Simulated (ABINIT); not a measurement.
Crystal: I.

```
CELL_PARAMETERS angstrom
3.63503 -2.39502 0.00000
3.63503 2.39502 0.00000
0.00000 0.00000 9.79344
ATOMIC_POSITIONS crystal
I 0.64930 0.35070 0.38440
I 0.14930 0.85070 0.11560
I 0.35070 0.64930 0.61560
I 0.85070 0.14930 0.88440
```

Base run:

* Program: ABINIT 10.8.3 (patched build)
* Functional: BLYP
* Potentials or basis: JTH PAW PBE v2.0
* Cutoff: 408 eV
* k mesh: 7 × 7 × 3
* Occupations: fermi-dirac, width 0.05 eV
* Spin: no spin polarisation

Its results: band gap on the k mesh 1.29 eV, indirect (least direct gap 1.37 eV); pressure 4.1 GPa; largest force 1.263 eV/Å.

Task: The run is repeated on the same cell with these changes: functional from BLYP to HCTH407. What comes out?

Result: Band gap on the k mesh 1.37 eV, indirect (least direct gap 1.45 eV); pressure 4.1 GPa; largest force 0.579 eV/Å.

Caveats: the PAW data sets were made with another functional, which shifts forces and pressure a little; spin-orbit coupling is left out, which moves the levels of the heavy elements.
